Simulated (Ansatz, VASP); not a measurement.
## PbSe in VASP and in Ansatz

The input INCAR:

```
PREC = Accurate
ENCUT = 520
EDIFF = 1E-6
ISMEAR = -1
SIGMA = 0.05
LREAL = F
LASPH = T
NELM = 80
ALGO = Normal
ISIF = 2
LWAVE = F
LCHARG = F
GGA = PS
NBANDS = 17
```

The input KPOINTS:

```
regular mesh
0
Gamma
  7 7 7
```

File POSCAR:

```
PbSe
1.0
    3.8093844655      0.0000000000      0.0000000000
    0.0000000000      3.8093844655      0.0000000000
    0.0000000000      0.0000000000      3.8093844655
Pb Se
1 1
Direct
    0.0000000000      0.0000000000      0.0000000000
    0.5000000000      0.5000000000      0.5000000000
```

File input.yaml:

```yaml
crystal:
  lattice:
    - [3.8093844655, 0.0, 0.0]
    - [0.0, 3.8093844655, 0.0]
    - [0.0, 0.0, 3.8093844655]
  atoms:
    - { symbol: Pb, position: [0.0, 0.0, 0.0] }
    - { symbol: Se, position: [0.5, 0.5, 0.5] }
kpoints:
  mp_grid: { grid: [7, 7, 7] }
scf:
  occupations: { method: fermi_dirac, width: 0.05 }
hamiltonian:
  xc: pbesol
  pseudopotentials: { kind: all_electron, lapw: { basis_error: 0.001 } }
output:
  forces: true
  stress: true
  eigenvalues: true
```

Change from the starting cell: volume scaled by 1.02.

Alike in both runs: task single point; functional PBEsol; k mesh 7 × 7 × 7; occupations fermi-dirac, width 0.05 eV; no spin polarisation.

```csv
,VASP,Ansatz
version,VASP 6.6.1,Ansatz 0.2.0
potentials or method,"VASP PAW PBE potentials, release 64 (Pb_d, Se)","all-electron LAPW, scalar-relativistic"
plane-wave cutoff (eV),520,see its input
```

|  | VASP | Ansatz | Ansatz less VASP |
| --- | --- | --- | --- |
| gap on the k mesh at the Fermi level (eV) | none | none | - |
| pressure (GPa) | -4.0 | -4.0 | +0.01 |

A gap of «none» marks a metal or a gap that the smearing closes. Ansatz ran all-electron here, so the differences hold the error of VASP's frozen core and of both bases.

Caveats: the PAW data sets were made with another functional, which shifts forces and pressure a little (VASP). Spin-orbit coupling is left out, which matters for the levels of Pb.
